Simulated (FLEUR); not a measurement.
# Ga (P2_1/m) in FLEUR: notebook, part 2 of 2

FLEUR MaX-R8.1 (later development tree). Earlier steps stand in the parts before.

**5. Equation of state, r2SCAN, 18.19 Å³/atom**

Contents of inp.xml:

```xml
<?xml version="1.0" encoding="UTF-8" standalone="no"?>
<fleurInput fleurInputVersion="0.39">
   <comment>
      Ga                                                                                                  
   </comment>
   <calculationSetup>
      <cutoffs Kmax="4.26" Gmax="13.2" GmaxXC="13.2" numbands="0"/>
      <scfLoop itmax="80" minDistance="0.0001" maxIterBroyd="30" imix="Anderson" alpha="0.05" precondParam="0.0" spinf="2.0" sdNocoIR="T"/>
      <coreElectrons ctail="F" frcor="F" kcrel="0" coretail_lmax="0"/>
      <xcFunctional name="LibXC" relativisticCorrections="F">
         <LibXCName exchange="mgga_x_r2scan" correlation="mgga_c_r2scan"/>
         <AuxGGA exchange="117" correlation="130"/>
      </xcFunctional>
      <magnetism jspins="1"/>
      <soc l_soc="F" theta="0.0" phi="0.0" spav="F"/>
      <expertModes spex="0" secvar="F"/>
      <geometryOptimization l_f="F" forcealpha="1.0" forcemix="BFGS" epsdisp="0.00001" epsforce="0.00001"/>
      <ldaU l_linMix="F" mixParam="0.05" spinf="1.0"/>
   </calculationSetup>
   <cell>
      <bzIntegration valenceElectrons="42.0" mode="hist" fermiSmearingEnergy="0.00183747">
         <kPointListSelection listName="default-1"/>
         <!-- k-points included here -->
         <xi:include xmlns:xi="http://www.w3.org/2001/XInclude" href="kpts.xml"> </xi:include>
      </bzIntegration>
      <!-- symmetry operations included here -->
      <xi:include xmlns:xi="http://www.w3.org/2001/XInclude" href="sym.xml"> </xi:include>
      <bulkLattice scale="1.0000000000">
         <bravaisMatrix>
            <row-1>    5.2504567990011290     0.0000000000000000     0.0000000000000000</row-1>
            <row-2>    0.0000000000000000     6.2013418611799951     0.0000000000000000</row-2>
            <row-3>   -2.5387168436244982     0.0000000000000000     7.5405234655447311</row-3>
         </bravaisMatrix>
      </bulkLattice>
   </cell>
   <atomSpecies>
      <species name="Gallium (Ga)" element="Ga" atomicNumber="31">
         <mtSphere radius="2.3" gridPoints="783" logIncrement="0.016"/>
         <atomicCutoffs lmax="9" lnonsphr="9"/>
         <electronConfig flipSpins="F">
            <coreConfig>(1s1/2) (2s1/2) (2p1/2) (2p3/2)</coreConfig>
            <valenceConfig>(3s1/2) (3p1/2) (3p3/2) (4s1/2) (3d3/2) (3d5/2) (4p1/2) (4p3/2)</valenceConfig>
            <stateOccupation state="(4p1/2)" spinUp="0.166667" spinDown="0.166667"/>
            <stateOccupation state="(4p3/2)" spinUp="0.333333" spinDown="0.333333"/>
         </electronConfig>
         <energyParameters s="4" p="4" d="3" f="4"/>
         <lo type="SCLO" l="0" n="3" eDeriv="0"/>
         <lo type="SCLO" l="1" n="3" eDeriv="0"/>
         <lo type="SCLO" l="1" n="3" eDeriv="1"/>
         <lo type="HELO" l="2" n="4" eDeriv="0"/>
         <lo type="HELO" l="2" n="4" eDeriv="1"/>
         <lo type="SCLO" l="3" n="4" eDeriv="2"/>
      </species>
   </atomSpecies>
   <atomGroups>
      <atomGroup species="Gallium (Ga)">
         <relPos label="                   1">.1345962700 -1.000/4.000 -.2298331700</relPos>
         <relPos label="                   2">-.1345962700 1.000/4.000 .2298331700</relPos>
         <force calculate="T" relaxXYZ="TTT"/>
      </atomGroup>
   </atomGroups>
   <output dos="F" band="F" slice="F">
      <checks vchk="F" cdinf="F"/>
      <bandDOS minEnergy="-.5*Htr" maxEnergy="0.5*Htr" sigma="0.015" storeEVData="T"/>
      <vacuumDOS vacdos="F" integ="F" star="F" nstars="0" locx1="0.0" locy1="0.0" locx2="0.0" locy2="0.0" nstm="0" tworkf="0.0"/>
      <unfoldingBand unfoldBand="F" supercellX="1" supercellY="1" supercellZ="1"/>
      <plotting iplot="0" polar="F">
         <plot TwoD="T" vec1="  1.0  0.0  0.0" vec2="  0.0  1.0  0.0" vec3="  0.0  0.0  1.0" zero="  0.0  0.0  0.0" file="plot"/>
      </plotting>
      <chargeDensitySlicing numkpt="0" minEigenval="0.0" maxEigenval="0.0" nnne="0" pallst="F"/>
      <specialOutput eonly="F"/>
      <moessbauerParams electricFieldGradient="T" isomerShift="T" coreHyperfine="T" valenceHyperfine="T"/>
      <magneticCircularDichroism mcd="F" energyLo="-10.0" energyUp="0.0"/>
   </output>
  <!-- We include the file relax.xml here to enable relaxations (see documentation) -->
  <xi:include xmlns:xi="http://www.w3.org/2001/XInclude" href="relax.xml"> <xi:fallback/> </xi:include>
</fleurInput>
```

Started as:

```console
inpgen -f crystal.txt -profile fastHighL
# inp.xml edited to the form shown
fleur_MPI
```

Run time: 2.7 min. Hardware: 1 thread of Arm Neoverse V1, shared host; peak memory 0.11 GiB.

The run converged. Its results:

```
Free energy                                           : -105813.5234 eV
Band gap on the k mesh                                : none (metal or under the smearing width)
Valence electrons inside the program's atomic spheres : Ga 19.43 (radii Ga 2.3 bohr)
```

Caveat: the meta-GGA is that of a development version, with a GGA for the radial functions and cores and without core tails.

**6. Equation of state, r2SCAN, 18.92 Å³/atom (volume scaled by 1.04)**

Changes to inp.xml since step 5:

```diff
@@ -27,3 +27,3 @@
       <xi:include xmlns:xi="http://www.w3.org/2001/XInclude" href="sym.xml"> </xi:include>
-      <bulkLattice scale="1.0000000000">
+      <bulkLattice scale="1.0131594038">
          <bravaisMatrix>
```

Potentials or basis: all-electron, FLAPW.

Started as:

```console
inpgen -f crystal.txt -profile fastHighL
# inp.xml edited to the form shown
fleur_MPI
```

It took 3 min on 1 thread of Arm Neoverse V1, shared host; peak memory 0.12 GiB.

The run converged. Its results:

- Free energy: -105813.5124 eV
- Band gap on the k mesh: none (metal or under the smearing width)
- Valence electrons inside the program's atomic spheres: Ga 19.40 (radii Ga 2.3 bohr)

Caveat: the meta-GGA is that of a development version, with a GGA for the radial functions and cores and without core tails.

**7. Equation of state, r2SCAN, 19.28 Å³/atom (volume scaled by 1.06)**

Changes to inp.xml since step 6:

```diff
@@ -27,3 +27,3 @@
       <xi:include xmlns:xi="http://www.w3.org/2001/XInclude" href="sym.xml"> </xi:include>
-      <bulkLattice scale="1.0131594038">
+      <bulkLattice scale="1.0196128224">
          <bravaisMatrix>
```

Started as:

```console
inpgen -f crystal.txt -profile fastHighL
# inp.xml edited to the form shown
fleur_MPI
```

It took 3.1 min on 1 thread of Arm Neoverse V1, shared host; peak memory 0.12 GiB.

It converged, with:

```yaml
Free_energy: -105813.5001 eV
Band_gap_on_the_k_mesh: none (metal or under the smearing width)
Valence_electrons_inside_the_program's_atomic_spheres: Ga 19.38 (radii Ga 2.3 bohr)
```

Caveat: the meta-GGA is that of a development version, with a GGA for the radial functions and cores and without core tails.

**8. Equation of state, r2SCAN**

No new run: the results of the series are fitted here.

Results:

- Equilibrium volume: 18.16 Å³/atom
- Bulk modulus at fixed shape and positions: 61 GPa

Energy against volume, from the lowest point:
```csv
volume (Å³/atom),energy (meV/atom)
17.100,13.27
17.463,5.49
18.191,0.00
18.919,5.51
19.283,11.65
```

Caveat: the meta-GGA is that of a development version, with a GGA for the radial functions and cores and without core tails; the cell was scaled at fixed shape and fractional positions, which overstates the stiffness of a crystal with free parameters, most of all of layers and chains.
